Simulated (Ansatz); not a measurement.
# Relaxing FeCo

Level of theory: DFT PBE, scalar-relativistic, plane waves, PAW (Ansatz). (420 eV cutoff, 14×14×14 k-mesh, Gaussian smearing of 0.10 eV, collinear spin)

What was changed in ScCo: Sc → Fe on all its sites, cell and atoms relaxed.

Input:

```yaml
crystal:
  lattice:
    - [2.8433307418, 0.0, 0.0]
    - [0.0, 2.8433307418, 0.0]
    - [0.0, 0.0, 2.8433307418]
  atoms:
    - { symbol: Fe, position: [0.5, 0.5, 0.5], spin: 3.17 }
    - { symbol: Co, position: [0.0, 0.0, 0.0], spin: 2.08 }
basis:
  ecutwfc: 420
kpoints:
  mp_grid: { grid: [14, 14, 14] }
hamiltonian:
  xc: pbe
scf:
  occupations: { method: gaussian, width: 0.1 }
output:
  forces: true
  stress: true
  eigenvalues: true
  populations: true
magnetization:
  spin_polarized: true
relax:
  adjacent_minimum: "off"
  f_tol: 0.01
  max_steps: 60
  cell: { stress_tol: 0.1 }
```

F is the free energy. Steps run on the plane waves of an earlier cell, but the last one, and at times one on the way, on a freshly chosen basis, so a repeated geometry can differ a little in energy.

Steps:

```csv
step,F − F(1) (eV),largest force component (eV/Å),V (Å³/atom),P (GPa)
1,0.0000,0.000,11.493,0.35
2,0.0000,0.000,11.506,0.13
3,0.0000,0.000,11.513,0.00
4,0.0000,0.000,11.513,0.00
```

Relaxed structure:

```
CELL_PARAMETERS angstrom
2.84496 0.00000 0.00000
0.00000 2.84496 0.00000
0.00000 0.00000 2.84496
ATOMIC_POSITIONS crystal
Fe 0.50000 0.50000 0.50000
Co 0.00000 0.00000 0.00000
```

It takes space group Pm-3m (No. 221, cubic). Conventional cell: a = 2.845 Å, b = 2.845 Å, c = 2.845 Å, α = 90.00°, β = 90.00°, γ = 90.00°. Around Fe (site symmetry m-3m) lie 8 Co at 2.46 Å. Co (site symmetry m-3m) is surrounded by 8 Fe at 2.46 Å.

The run converged. The run took of the order of 40 core-seconds.